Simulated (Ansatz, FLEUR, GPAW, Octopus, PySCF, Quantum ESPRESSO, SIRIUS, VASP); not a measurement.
**One calculation of AlN, 8 ways**

```
CELL_PARAMETERS angstrom
0.00000 2.18399 2.18399
2.18399 0.00000 2.18399
2.18399 2.18399 0.00000
ATOMIC_POSITIONS crystal
Al 0.00000 0.00000 0.00000
N 0.25000 0.25000 0.25000
```

Measurements of this composition are mostly on another form, of space group No. 186.

Alike in all runs: functional PBEsol; k mesh 10 × 10 × 10; occupations fermi-dirac, width 0.05 eV; no spin polarisation; no spin-orbit coupling. Pressure is positive in compression and, in plane waves, holds the error of the finite cutoff.

```
                                        program and potentials  plane-wave cutoff (eV)                                  notes  band gap (eV)  pressure (GPa)
             GPAW, PAW data sets generated for this functional                     800                                      -           3.18            2.21
                Ansatz, all-electron LAPW, scalar-relativistic                       -                                      -           3.19            1.20
SIRIUS, PseudoDojo 0.4.1 PBEsol standard (scalar relativistic)                    1152                                      -           3.19            1.22
       PySCF, DZVP-MOLOPT-SR/GTH-PBE (potentials made for PBE)                       -  atomic basis; potentials made for PBE           3.16               -
                                    FLEUR, all-electron, FLAPW                       -                                      -           3.19               -
           Octopus, pseudodojo_pbesol (PseudoDojo 0.4, PBEsol)                       -                                      -           3.19               -
                             Quantum ESPRESSO, GBRV 1.5 PBEsol                     612                                      -           3.18            1.69
                             VASP, PBE PAW files Al, N, 520 eV                     520                potentials made for PBE           3.19            1.33
```

The band gap spans 3.16 (PySCF, DZVP-MOLOPT-SR/GTH-PBE (potentials made for PBE)) to 3.19 eV (Ansatz, all-electron LAPW, scalar-relativistic), with all-electron results at 3.19. The pressure spans 1.20 (Ansatz, all-electron LAPW, scalar-relativistic) to 2.21 GPa (GPAW, PAW data sets generated for this functional), with all-electron results at 1.20. The gap is indirect and read on the mesh alone. Rows in atomic bases carry the error of their basis and grid, which can be large.

The functional is the same throughout but for its coding, so the spread measures potentials, basis and numerics; runs on potential files found faulty are left out.
